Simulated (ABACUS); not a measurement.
The system is SnO.

```
Sn O
1.0
     3.81370    0.00000    0.00000
     0.00000    3.81370    0.00000
     0.00000    0.00000    4.88691
Sn O
2 2
Direct
  0.50000 0.00000 0.76463
  0.00000 0.50000 0.23537
  0.00000 0.00000 0.00000
  0.50000 0.50000 0.00000
```

The cell is a database's computed one.

Program: ABACUS 3.10.1. Alike in all runs: task single point; no spin polarisation; cell as given; smearing fermi-dirac 0.05 eV.

**Question.** Order these runs on this cell by their band gap on the k mesh, lowest first.
A. level PBE; potentials or basis PseudoDojo NC SR 0.4.1 PBE standard, plane waves; k mesh 7 × 7 × 6; cutoff (eV) 1143; radial cutoff of the potentials (pseudo_rcut) 10 bohr; SCF threshold on the density 1e-08; eigensolver dav
B. level r2SCAN; potentials or basis SG15 ONCV 1.2 PBE, plane waves; k mesh 4 × 4 × 4; cutoff (eV) 1320; radial cutoff of the potentials (pseudo_rcut) 7 bohr; SCF threshold on the density 1e-08; eigensolver dav
C. level r2SCAN; potentials or basis SG15 ONCV 1.2 PBE, DZP LCAO (the cutoffs set its grid); k mesh 5 × 5 × 4; cutoff (eV) 1361; radial cutoff of the potentials (pseudo_rcut) 7 bohr; SCF threshold on the density 1e-07; eigensolver scalapack_gvx
D. level PBEsol; potentials or basis PseudoDojo NC SR 0.4.1 PBEsol standard, plane waves; k mesh 6 × 6 × 5; cutoff (eV) 1143; radial cutoff of the potentials (pseudo_rcut) 7 bohr; SCF threshold on the density 1e-08; eigensolver dav

**Answer.** D (0.13 eV), A (0.37 eV), B (0.55 eV), C (0.97 eV).

Caveats: spin-orbit coupling is left out, which moves the levels of the heavy elements; an odd mesh through Γ misses points on the zone boundary, where band edges often lie (some runs); the atomic orbitals were generated for these runs and aren't a published set (some runs); the basis of atomic orbitals isn't converged, which shifts pressures, moduli and gaps (some runs).

Not every run made on this cell is shown here.
